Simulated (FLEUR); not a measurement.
Runs of FLEUR MaX-R8.1 (later development tree) on C. It takes space group P6_3/mmc (No. 194, hexagonal). The conventional cell has a = 2.522 Å, b = 2.522 Å, c = 12.356 Å, α = 90.00°, β = 90.00°, γ = 120.00°. Around C (site symmetry 3m) lie 4 C at 1.54 Å. C (site symmetry 3m) has 4 C at 1.54 Å as nearest neighbours. C (site symmetry 3m) has 4 C at 1.54 Å as nearest neighbours. This is a hexagonal form of diamond, not graphite.

```tsv
task	level	gmax	muffin-tin radii	max iterations	mixing factor	mixer	kmax	gap on the mesh (eV)	V0 of scaled cells (Å³/atom)	B0 (GPa)
equation of state	LDA (Perdew-Zunger)	17 1/bohr	C 1.31 bohr	-	-	-	5.5 1/bohr	-	5.52	466
band structure	LDA (Wigner correlation)	16.5 1/bohr	C 1.35 bohr	60	0.05	Anderson	5.33 1/bohr	4.28	-	-
band structure	LDA exchange alone (X-alpha)	16.5 1/bohr	C 1.35 bohr	60	0.05	Anderson	5.33 1/bohr	4.25	-	-
band structure	LDA (Perdew-Zunger)	16.5 1/bohr	C 1.35 bohr	60	0.05	Anderson	5.33 1/bohr	4.35	-	-
equation of state	LDA (Wigner correlation)	17 1/bohr	C 1.31 bohr	-	-	-	5.5 1/bohr	-	(a)	438
equation of state	LDA exchange alone (X-alpha)	17 1/bohr	C 1.31 bohr	-	-	-	5.5 1/bohr	-	5.76	(b)
equation of state	Wu-Cohen GGA	17 1/bohr	C 1.31 bohr	-	-	-	5.5 1/bohr	-	5.62	450
band structure	Wu-Cohen GGA	16.5 1/bohr	C 1.35 bohr	60	0.05	Anderson	5.33 1/bohr	4.31	-	-
```

Alike in all rows: potentials or basis all-electron, FLAPW; no spin polarisation; cell as given; k mesh 12 × 12 × 3; smearing fermi-dirac 0.05 eV.

Q: Estimate the missing entries.

A: (a) 5.68; (b) 423.

Caveats: the cell was scaled at fixed shape and fractional positions, which overstates the stiffness of a crystal with free parameters, most of all of layers and chains (some runs).

